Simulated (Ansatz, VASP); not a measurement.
This is a calculation of Br for VASP 6.6.1.

File INCAR:

```
PREC = Accurate
ENCUT = 520
EDIFF = 1E-7
ISMEAR = -1
SIGMA = 0.05
LREAL = False
LASPH = True
NELM = 80
ALGO = Normal
ISIF = 2
LWAVE = False
LCHARG = False
GGA = PE
NBANDS = 10
```

KPOINTS

```
Automatic mesh
0
Gamma
  13 13 13
```

Contents of POSCAR:

```
Br
1.0
   -1.4234917050      1.4234917050      3.5775173700
    1.4234917050     -1.4234917050      3.5775173700
    1.4234917050      1.4234917050     -3.5775173700
Br
1
Direct
    0.0000000000      0.0000000000      0.0000000000
```

Potentials or basis: VASP PAW PBE potentials, release 64 (Br).

Run with:

```bash
$ cat potpaw_PBE.64/Br/POTCAR > POTCAR
$ mpirun -np 1 vasp_std > vasp.out
```

Set up the same calculation for Ansatz 0.2.0. Potentials there: Ansatz PAW.

As run (the cutoff follows the program's own potentials):

Contents of input.yaml:

```yaml
crystal:
  lattice:
    - [-1.423491705, 1.423491705, 3.57751737]
    - [1.423491705, -1.423491705, 3.57751737]
    - [1.423491705, 1.423491705, -3.57751737]
  atoms:
    - { symbol: Br, position: [0.0, 0.0, 0.0] }
hamiltonian:
  xc: pbe
  pseudopotentials: { kind: paw }
kpoints:
  mp_grid: { grid: [13, 13, 13] }
scf:
  occupations: { method: fermi_dirac, width: 0.05 }
output:
  forces: true
  stress: true
  eigenvalues: true
```

Potentials or basis: Ansatz PAW.

Launch:

```bash
$ ansatz run input.yaml --threads 1 --pin off --max-ram 3584MiB --backend cpu --events-out ev --progress --plain --runs-dir out
```

Both were run:

|  | VASP | Ansatz | Ansatz less VASP |
| --- | --- | --- | --- |
| gap on the k mesh at the Fermi level (eV) | none | none | - |
| pressure (GPa) | 1.4 | 1.4 | -0.01 |
| largest component of the traceless stress (GPa) | 0.28 | 0.29 | +0.007 |

A gap of «none» marks a metal or a gap that the smearing closes.

Caveats: an odd number of electrons without spin polarisation forces a metal; a magnetic or distorted state may lie lower.
